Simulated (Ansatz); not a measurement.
# KCl: the cell at several levels of theory

An exercise on one series of results from a longer session: the logs are not shown, and one member is left open.

Program: Ansatz 0.2.0. PAW datasets, plane waves, zero pressure. All values are calculated for a non-magnetic cell, which may be hypothetical.

## The system as given

The symmetry is P6_3/mmc (No. 194, hexagonal); conventional cell a = 4.284 Å, c = 6.983 Å, 27.74 Å³ an atom. K has 6 Cl at 3.03 Å; Cl has 6 K at 3.03 Å.

Structure file:

```
CELL_PARAMETERS angstrom
4.28380 0.00000 0.00000
-2.14190 3.70988 0.00000
0.00000 0.00000 6.98260
ATOMIC_POSITIONS crystal
K 0.00000 0.00000 0.00000
K 0.00000 0.00000 0.50000
Cl 0.33333 0.66667 0.25000
Cl 0.66667 0.33333 0.75000
```

The first run:

Contents of input.yaml:

```yaml
crystal:
  lattice:
    - [4.28380278, 0.0, 0.0]
    - [-2.14190139, 3.7098820323, 0.0]
    - [0.0, 0.0, 6.9825985314]
  atoms:
    - { symbol: K, position: [0.0, 0.0, 0.0] }
    - { symbol: K, position: [0.0, 0.0, 0.5] }
    - { symbol: Cl, position: [0.3333333333, 0.6666666667, 0.25] }
    - { symbol: Cl, position: [0.6666666667, 0.3333333333, 0.75] }
kpoints:
  mp_grid: { grid: [6, 6, 4] }
hamiltonian:
  xc: pbe
scf:
  occupations: { method: fermi_dirac, width: 0.02 }
relax:
  f_tol: 0.005
  cell: {}
output:
  write_density: true
  write_potential: true
  elf: true
  volumetric_format: npy
```

On the command line:

```bash
> ansatz run input.yaml --threads 2 --pin off --max-ram 2211MiB --backend cpu --events-out ev --progress --plain --runs-dir out
```

Among the steps run: Relaxation with PBE; Relaxation with r2SCAN; Relaxation with PBEsol; Relaxation with LDA; HSE06: cell and atoms.

One table of the session follows, with a row left open; its other results are not shown here.

| level | a (Å) | c (Å) | volume (Å³/atom) |
| --- | --- | --- | --- |
| PBE | 4.410 | 7.734 | 32.567 |
| r2SCAN | 4.340 | 7.636 | 31.141 |
| PBEsol | 4.308 | 7.588 | 30.488 |
| LDA | 4.188 | 7.392 | 28.076 |
| HSE06 | ? | ? | ? |

**Question.** Estimate the row for HSE06.

The run gave: a (Å): 4.383; c (Å): 7.686; volume (Å³/atom): 31.971. In the column «a (Å)» it lies between r2SCAN (4.340) and PBE (4.410).

In words: The first relaxation changed the volume by +17.4 % from the start. LDA gives the smallest cell and PBE the largest; they differ by 16.0 % in volume, a mean of 5.1 % in length. The meshes differ: PBE 6×6×4, r2SCAN 6×6×4, PBEsol 6×6×4, LDA 6×6×4, HSE06 6×6×2.
